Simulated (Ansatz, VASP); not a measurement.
# Cs2Nb2P4H3NO16: VASP beside Ansatz, part 2 of 2

Aim: how closely do two programs agree when they are given the same cell, functional and k mesh? The structure shown is frame 20 of Ansatz's trajectory.

VASP 6.6.1 and Ansatz 0.2.0.

So far: Set-up; Ansatz: dynamics, PBEsol.

**3. VASP: single point, PBEsol**

Level of this step: PBEsol; plane waves and PAW (Cs_sv, Nb_sv, P, O, N, H) (VASP).

The same cell, functional, mesh and smearing now go to VASP, with its own data sets.

Lines of VASP's logs that name or quote its potential files are left out, and so is its time.

File INCAR:

```
SYSTEM = Cs2Nb2P4H3NO16
PREC = Accurate
ENCUT = 520
EDIFF = 1E-06
NELM = 120
ISMEAR = 0
SIGMA = 0.05
LREAL = Auto
ALGO = Normal
GGA = PS
NBANDS = 416
LASPH = .TRUE.
LORBIT = 11
LWAVE = .FALSE.
LCHARG = .FALSE.
ISIF = 2
GGA_COMPAT = .FALSE.
EFERMI = MIDGAP
NCORE = 4
```

File POSCAR:

```
Cs2Nb2P4H3NO16
1.0
   10.4600000000      0.0000000000      0.0000000000
    0.0000000000     12.7340000000      0.0000000000
    0.0000000000      0.0000000000     29.3050000000
Cs Nb P O N H
8 8 16 64 4 12
Direct
    0.0032122371      0.0024422805      0.3144207473
    0.2500000000      0.7560153919      0.4185770346
    0.9993307839      0.5125098162      0.5214843883
    0.2542829828      0.2649128318      0.6229141785
    0.5011759082      0.0040128789      0.3150383894
    0.7420076482      0.7530312549      0.4193345845
    0.4966252390      0.5078529920      0.5208189729
    0.7465200765      0.2631930265      0.6226616618
    0.0009177820      0.2598476520      0.4204128988
    0.2534130019      0.4997722632      0.3170209862
    0.0033365201      0.7630752317      0.6225490531
    0.2421797323      0.0096356212      0.5209452312
    0.5050669216      0.2607978640      0.4186179833
    0.7458795411      0.4986021674      0.3140692715
    0.4980210325      0.7665069892      0.6248012285
    0.7529827916      0.0121485786      0.5200409486
    0.0042160612      0.3344981938      0.3053608599
    0.0014053537      0.6678027328      0.3244702269
    0.2545889101      0.0869561803      0.4083535233
    0.2467112811      0.4233705042      0.4292066200
    0.0000382409      0.8410397361      0.5116055281
    0.0021510516      0.1758677556      0.5300631292
    0.2536711281      0.5931129260      0.6149769664
    0.2520554493      0.9317732056      0.6344480464
    0.5012045889      0.3338306895      0.3061798328
    0.4979923518      0.6705905450      0.3268588978
    0.7489101338      0.0860766452      0.4081760792
    0.7557170172      0.4252473692      0.4284729568
    0.5025430210      0.8417307994      0.5120389012
    0.4991586998      0.1760640804      0.5321617471
[... 76 atom lines left out ...]
    0.9502868069      0.7026778703      0.7175772053
    0.0833078394      0.7548452961      0.7260058011
    0.9471606119      0.8188628868      0.7099709947
    0.3267495220      0.2269593215      0.7294727862
    0.2490248566      0.3410947071      0.7332400614
    0.1732791587      0.2215957280      0.7314349087
```

File KPOINTS:

```
Automatic mesh
0
Gamma
1 1 1
0 0 0
```

The projector-augmented-wave data sets are Cs_sv, Nb_sv, P, O, N and H (PBE family, release 64).

Started as:

```sh
mpirun -np 16 vasp_gam
```

Numbers of over 12 decimals in the logs are rounded to 6 here.

Log:

```text
[banner, memory and clock lines left out]
running   16 mpi-ranks, on    1 nodes
[...]
|                                                                             |
|               ----> ADVICE to this user running VASP <----                  |
|                                                                             |
|     You enforced a specific xc type in the INCAR file but a different       |
|     [... a line on the potential file left out ...]
|     I HOPE YOU KNOW WHAT YOU ARE DOING!                                     |
|                                                                             |

 LDA part: xc-table for (Slater+PW92), standard interpolation
 POSCAR, INCAR and KPOINTS ok, starting setup
[...]
entering main loop
       N       E                     dE             d eps       ncg     rms          rms(c)
DAV:   1     0.835855190989E+04    0.83586E+04   -0.33907E+05   904   0.143E+03
DAV:   2     0.404703413037E+03   -0.79538E+04   -0.76081E+04  1184   0.401E+02
DAV:   3    -0.884801689340E+03   -0.12895E+04   -0.12795E+04  1080   0.191E+02
DAV:   4    -0.963853837745E+03   -0.79052E+02   -0.78774E+02  1264   0.576E+01
[...]
DAV:  32    -0.822347049120E+03   -0.30932E-05   -0.82857E-08   576   0.645E-04    0.171E-04
DAV:  33    -0.822347051642E+03   -0.25223E-05   -0.76007E-08   544   0.538E-04    0.123E-04
DAV:  34    -0.822347052150E+03   -0.50744E-06   -0.30626E-08   576   0.474E-04
   1 F= -.82234705E+03 E0= -.82234705E+03  d E =-.125416E-32
```

From OUTCAR (step 3):

```text
  FREE ENERGIE OF THE ION-ELECTRON SYSTEM (eV)
  ---------------------------------------------------
  free  energy   TOTEN  =      -822.3470521496 eV

  energy  without entropy=     -822.3470521496  energy(sigma->0) =     -822.34705215
```

**4. Differences**

Known differences besides the potentials themselves: the cutoff is 420 eV in Ansatz and 520 eV in VASP (PREC = Accurate, projectors in real space); Ansatz makes its cores anew for this functional, VASP keeps those of its PBE data sets. Total energies have different zeros and are not compared.

Forces on 8 of the 112 atoms, those with the largest forces and the largest differences (eV/Å; atoms numbered as in POSCAR):

| atom | Ansatz x, y, z | VASP x, y, z |
| --- | --- | --- |
| Nb14 | 2.412, 1.519, 4.496 | 2.408, 1.508, 4.520 |
| P17 | -2.035, 3.107, 1.920 | -2.015, 2.956, 1.801 |
| P20 | 3.676, 3.542, 1.050 | 3.587, 3.418, 1.020 |
| P26 | -0.446, 1.365, -7.748 | -0.425, 1.388, -7.566 |
| P31 | 0.193, -3.741, -3.921 | 0.200, -3.682, -3.882 |
| O37 | -0.032, -4.907, -2.700 | -0.024, -4.743, -2.594 |
| N99 | 4.455, 3.611, -3.455 | 4.520, 3.704, -3.466 |
| H107 | -4.512, -6.258, 2.388 | -4.598, -6.386, 2.415 |

The forces differ by 39 meV/Å r.m.s., which is 2.6 % of the r.m.s. force of 1.519 eV/Å (both taken over all components). With vacuum in the cell, a pressure given here is an average over mostly empty space and none of the material.

**5. Results**

| Quantity | Value |
| --- | --- |
| r.m.s. force difference (single point, PBEsol) | 2.6 % of the r.m.s. force |

The r.m.s. force difference is 2.6 % of the r.m.s. force (single point, PBEsol), within the 3 % picked in this series as the mark of a large difference. 2 further runs of this series are not shown here. How closely two codes agree says nothing of how well the functional describes the real material.

[Lines on the potential files, build, host, timing and source positions are cut from VASP's logs without a mark.]

[Logs are printed without paths, hosts, clocks, repeated set-up lines and the standing remarks that a program may print on its own settings, such as how far it seeks lower states.]

[Hosts, paths, dates, database ids (printed as entryN), source tags and the programs' standing remarks are cut or masked in the printed files.]
